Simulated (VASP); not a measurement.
Runs of VASP 6.6.1 on GaAs. It takes space group F-43m (No. 216, cubic). Conventional cell: a = 5.654 Å, b = 5.654 Å, c = 5.654 Å, α = 90.00°, β = 90.00°, γ = 90.00°. Around Ga (site symmetry -43m) lie 4 As at 2.45 Å. As (site symmetry -43m) is surrounded by 4 Ga at 2.45 Å. 

```tsv
task	level	cell	k mesh	cutoff (eV)	grid for exact exchange (PRECFOCK)	screening parameter	exchange at q = 0	share of exact exchange	gap on the mesh (eV)	pressure (GPa)
relaxation of cell and atoms	PBEsol	relaxed	10 × 10 × 10	600	-	-	-	-	0.42	0.0
band structure	HSE06	F-43m, 22.7 Å³/atom	6 × 6 × 6	520	Fast	0.2 1/A	-	-	1.39	(b)
band structure	PBE0	F-43m, 22.7 Å³/atom	6 × 6 × 6	520	Fast	-	truncated	-	(a)	0.4
band structure	PBE-EpsX	F-43m, 22.7 Å³/atom	6 × 6 × 6	520	Fast	-	truncated	0.0438	0.73	2.7
```

Alike in all rows: potentials or basis VASP PAW PBE potentials, release 64 (Ga_d, As); no spin polarisation; smearing gaussian 0.03 eV.

**Question.** Fill in the values left out.

**Answer.** (a) 1.98; (b) 0.6.

Caveats: the PAW data sets were made with another functional, which shifts forces and pressure a little.

A k mesh can miss the band edges, and the runs leave out spin-orbit coupling on As, Ga.

Runs at the PBE level aren't shown here.
